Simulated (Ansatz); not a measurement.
**KBr (model cell, started as zinc blende): relaxing the cell for a phonon run**

Aim: bring KBr (model cell, started as zinc blende) to small forces and stress, as phonons need.

Main program and level: Ansatz 0.2.0; DFT PBEsol, scalar-relativistic, plane waves, PAW.

Most raw output is cut from this account.

The structure was built from a prototype and need not be the compound's stable phase.

## Step 1: The structure

It takes space group F-43m (No. 216, cubic). Conventional cell: a = 7.251 Å, b = 7.251 Å, c = 7.251 Å, α = 90.00°, β = 90.00°, γ = 90.00°. Nearest to K lie 4 Br at 3.14 Å. Nearest to Br lie 4 K at 3.14 Å. Farther neighbours and most contacts between anions are not listed.

## Step 2: Probe on a coarse mesh

First a cheap look: the gap decides the mesh and the occupations, the pressure tells how far the cell has to move.

Contents of input.yaml:

```yaml
crystal:
  lattice:
    - [0.0, 3.6253, 3.6253]
    - [3.6253, 0.0, 3.6253]
    - [3.6253, 3.6253, 0.0]
  atoms:
    - { symbol: K, position: [0.0, 0.0, 0.0] }
    - { symbol: Br, position: [0.25, 0.25, 0.25] }
kpoints:
  mp_grid: { grid: [4, 4, 4] }
hamiltonian:
  xc: pbesol
scf:
  occupations: { method: gaussian, width: 0.1 }
output:
  forces: true
  stress: true
  eigenvalues: true
```

Started as:

```bash
> ansatz run input.yaml --threads 4 --pin off --max-ram 7168MiB --backend cpu --events-out ev --progress --plain --runs-dir out
```

Run time: 5 s. Hardware: 4 threads of Intel Xeon Platinum 8259CL at 2.50GHz (Skylake/Cascade Lake), shared host; peak memory 0.56 GiB; 5.9 s of CPU time.

A gap read on the k-mesh alone can miss the band edges.

Numbers from this step:

| Quantity | Value |
| --- | --- |
| pressure | 0.2683 GPa |
| gap on the k-mesh | 4.372 eV |
| volume per atom | 47.65 Å³ |
| direct gap on mesh | 4.396 eV |

The coarse mesh shows a gap of 4.37 eV and a pressure of 0.3 GPa.

## Step 3: Relaxation

The cell and atoms are relaxed, since residual forces and stress would shift the frequencies.

input.yaml, the sections that differ from step 2:

```yaml
kpoints:
  mp_grid: { grid: [6, 6, 6] }
scf:
  occupations: { method: gaussian, width: 0.02 }
output:
  forces: true
  stress: true
  eigenvalues: true
  write_density: true
  write_potential: true
  elf: true
  volumetric_format: npy
relax:
  adjacent_minimum: "off"
  f_tol: 0.005
  max_steps: 80
  cell: { stress_tol: 0.05 }
# crystal, hamiltonian: as in step 2
```

The job ended after 3.4 s (4 threads; peak memory 0.61 GiB; 12 s of CPU time).

Relaxation path:

| step | energy less that of the first step (eV) | largest force component (eV/Å) | pressure (GPa) | volume (Å³) |
| --- | --- | --- | --- | --- |
| 1 | 0.0000 | 0.0000 | 0.27 | 95.29 |
| 2 | -0.0013 | 0.0000 | 0.15 | 96.31 |
| 3 | -0.0019 | 0.0000 | 0.01 | 97.68 |
| 4* | -0.0020 | 0.0000 | 0.01 | 97.68 |

Relaxation steps marked * repeat the geometry before them on a plane-wave basis chosen anew for their cell, so energy and pressure can jump there.

The run keeps the 24 symmetry operations that it works with, so distortions that break them were not tested.

| conventional cell, symmetrised | before | after | change |
| --- | --- | --- | --- |
| a (Å) | 7.251 | 7.311 | +0.8 % |
| b (Å) | 7.251 | 7.311 | +0.8 % |
| c (Å) | 7.251 | 7.311 | +0.8 % |
| volume (Å³/atom) | 47.65 | 48.84 | +2.5 % |

The relaxed structure:

```xyz
2
Lattice="0.0000 3.6553 3.6553 3.6553 0.0000 3.6553 3.6553 3.6553 0.0000" Properties=species:S:1:pos:R:3 pbc="T T T"
K     0.0000    0.0000    0.0000
Br    1.8276    1.8276    1.8276
```

Numbers from this step:

```
pressure           : 0.006593 GPa
gap on the k-mesh  : 4.336 eV
volume per atom    : 48.84 Å³
direct gap on mesh : 4.355 eV
```

Valence density in the ac plane of a cell with a along [110], b along [-110] and c along [001] of the cube at fractional y = 0.000, with atoms of K and Br within 0.2 Å of it. It is the smooth field of the valence electrons, not physical close to the nuclei.

Values in e/Å³, 11 rows by 16 columns, each cell a mean:
```
2.9 0.6 0.1 0.2 0.2 0.1 0.3 2.4 2.9 0.6 0.1 0.2 0.2 0.1 0.3 2.4
0.3 0.1 0.3 0.8 0.9 0.4 0.1 0.3 0.3 0.1 0.3 0.8 0.9 0.4 0.1 0.3
0.0 0.1 0.5 0.8 0.6 0.8 0.1 0.0 0.0 0.1 0.5 0.8 0.6 0.8 0.1 0.0
0.0 0.0 0.3 0.9 1.0 0.5 0.1 0.0 0.0 0.0 0.3 0.9 1.0 0.5 0.1 0.0
0.0 0.0 0.1 0.2 0.3 0.1 0.0 0.0 0.0 0.0 0.1 0.2 0.3 0.1 0.0 0.0
0.0 0.0 0.0 0.0 0.0 0.0 0.0 0.0 0.0 0.0 0.0 0.0 0.0 0.0 0.0 0.0
0.0 0.0 0.0 0.0 0.0 0.0 0.0 0.0 0.0 0.0 0.0 0.0 0.0 0.0 0.0 0.0
0.0 0.0 0.0 0.0 0.0 0.0 0.0 0.0 0.0 0.0 0.0 0.0 0.0 0.0 0.0 0.0
0.0 0.0 0.0 0.0 0.0 0.0 0.0 0.0 0.0 0.0 0.0 0.0 0.0 0.0 0.0 0.0
0.7 0.2 0.0 0.0 0.0 0.0 0.1 0.6 0.7 0.2 0.0 0.0 0.0 0.0 0.1 0.6
3.5 0.8 0.0 0.0 0.0 0.0 0.4 2.9 3.5 0.8 0.0 0.0 0.0 0.0 0.4 2.9
```
Columns run along a (10.3 Å), rows up along c (7.3 Å), edges of the conventional cell, whose origin can differ from the input's. Atoms in or near the plane, at fractional coordinates: K at (0.50, 0.00), K at (0.00, 0.00), Br at (0.75, 0.75), Br at (0.25, 0.75).

ELF in the ac plane of a cell with a along [110], b along [-110] and c along [001] of the cube at fractional y = 0.000, with atoms of K and Br within 0.2 Å of it. It is the smooth field of the valence electrons, not physical close to the nuclei.

Ten even steps from '0' (0.00) to '9' (0.87), each cell a mean:
```
89830367630389899611577511699
99512799972169998315899851389
75116999996115763148999983137
20159974799401210279955997201
00279920299720001599600698510
00489931499840002699711798620
00479997999740002689988998520
00258999997520001478999987410
00136788875310000246888864200
00013466643100000024566542000
00000122210000000001222210000
00000000000000000000000000000
00000000000000000000000000000
00000000000000000000000000000
00000000000000000000000000000
00000000000000000000000000000
43100000000013442000000000024
98620000000268997400000000479
99840001000499999710011002799
79940034300599789710144102898
```
Columns run along a (10.3 Å), rows up along c (7.3 Å), edges of the conventional cell, whose origin can differ from the input's. Atoms in or near the plane, at fractional coordinates: K at (0.50, 0.00), K at (0.00, 0.00), Br at (0.75, 0.75), Br at (0.25, 0.75).

Electrostatic potential energy in the ac plane of a cell with a along [110], b along [-110] and c along [001] of the cube at fractional y = 0.000, with atoms of K and Br within 0.2 Å of it. With pseudopotentials it is smooth inside the atoms' cores, unlike the true potential.

Ten even steps from '_' (-55 eV) to '@' (6 eV), each cell a mean:
```
..::**%%@@@@@@@@@@@@@@%%**::....==%%@@@@@@@@@@@@@@@@%%==..
==++%%@@@@@@@@@@@@@@@@@@%%++====##%%@@@@@@@@@@@@@@@@%%##==
##%%@@@@@@%%**++**%%@@@@@@%%##%%%%@@@@@@##++++##@@@@@@%%%%
@@@@@@@@@@++..__..**@@@@@@@@@@@@@@@@@@%%--____--%%@@@@@@@@
@@@@@@@@%%--______--%%@@@@@@@@@@@@@@@@**________**@@@@@@@@
@@@@@@@@%%--______==%%@@@@@@@@@@@@@@@@##..____..##@@@@@@@@
@@@@@@@@@@##--..--##@@@@@@@@@@@@@@@@@@%%++::::++%%@@@@@@@@
@@@@@@@@@@@@%%##%%@@@@@@@@@@@@@@@@@@@@@@@@%%%%@@@@@@@@@@@@
@@@@@@@@@@@@@@@@@@@@@@@@@@@@@@@@@@@@@@@@@@@@@@@@@@@@@@@@@@
@@@@@@@@@@@@@@@@@@@@@@@@@@@@@@@@@@@@@@@@@@@@@@@@@@@@@@@@@@
@@@@@@@@@@@@@@@@@@@@@@@@@@@@@@@@@@@@@@@@@@@@@@@@@@@@@@@@@@
@@@@@@@@@@@@@@@@@@@@@@@@@@@@@@@@@@@@@@@@@@@@@@@@@@@@@@@@@@
@@@@@@@@@@@@@@@@@@@@@@@@@@@@@@@@@@@@@@@@@@@@@@@@@@@@@@@@@@
@@@@@@@@@@@@@@@@@@@@@@@@@@@@@@@@@@@@@@@@@@@@@@@@@@@@@@@@@@
@@@@@@@@@@@@@@@@@@@@@@@@@@@@@@@@@@@@@@@@@@@@@@@@@@@@@@@@@@
@@@@@@@@@@@@@@@@@@@@@@@@@@@@@@@@@@@@@@@@@@@@@@@@@@@@@@@@@@
%%@@@@@@@@@@@@@@@@@@@@@@@@@@%%%%@@@@@@@@@@@@@@@@@@@@@@@@%%
**##%%@@@@@@@@@@@@@@@@@@%%##****%%@@@@@@@@@@@@@@@@@@@@%%**
::==##@@@@@@@@@@@@@@@@@@##==::--++%%@@@@@@@@@@@@@@@@%%++--
__::**%%@@@@@@@@@@@@@@%%**::__..==##@@@@@@@@@@@@@@@@##--..
```
Columns run along a (10.3 Å; values clipped at the 3rd and 97th percentile), rows up along c (7.3 Å), edges of the conventional cell, whose origin can differ from the input's. Atoms in or near the plane, at fractional coordinates: K at (0.50, 0.00), K at (0.00, 0.00), Br at (0.75, 0.75), Br at (0.25, 0.75).

In this step the volume went from 47.65 to 48.84 Å³/atom.

## Step 4: Tight relaxation

Phonons need a cell at rest on their own settings, so the relaxation is repeated with tight tolerances on forces and stress on the k mesh and occupations of the first response run.

Contents of input.yaml:

```yaml
crystal:
  lattice:
    - [0.0, 3.6552659044, 3.6552659044]
    - [3.6552659044, 0.0, 3.6552659044]
    - [3.6552659044, 3.6552659044, 0.0]
  atoms:
    - { symbol: K, position: [0.0, 0.0, 0.0] }
    - { symbol: Br, position: [0.25, 0.25, 0.25] }
kpoints:
  mp_grid: { grid: [8, 8, 8] }
hamiltonian:
  xc: pbesol
scf:
  occupations: { method: fixed }
output:
  forces: true
  stress: true
  eigenvalues: true
relax:
  adjacent_minimum: "off"
  f_tol: 0.001
  max_steps: 60
  cell: { stress_tol: 0.01 }
```

Run time: 2.1 s. Hardware: 4 threads; peak memory 0.63 GiB.

Little changed from the start: no atom moved by 0.005 Å and no cell edge by 0.1 %.

This step gave:

* pressure: 0.006592 GPa
* gap on the k-mesh: 4.335 eV

The forces vanish by symmetry and the pressure is 0.007 GPa, within the tolerances set. The cell now holds 48.84 Å³/atom.

## Step 5: Results

```json
{"space group after relaxation (within 0.01 Å)": "F-43m", "lattice constant a": "7.311 Å", "lattice constant b": "7.311 Å", "lattice constant c": "7.311 Å", "volume per atom": "48.8 Å³", "gap on the k-mesh": "4.34 eV"}
```

The forces vanish by symmetry and the pressure is 0.007 GPa, within the tolerances set. The cell now holds 48.84 Å³/atom. The relaxation keeps the symmetry of its start, so it says nothing on stability against lower symmetry. The starting cell was built on a prototype and not taken from a measurement, so the phase need not exist.

[Logs are printed without paths, hosts, clocks, repeated set-up lines and the standing remarks that a program may print on its own settings, such as how far it seeks lower states.]

[Hosts, paths, dates, database ids (printed as entryN), source tags and the programs' standing remarks are cut or masked in the printed files.]
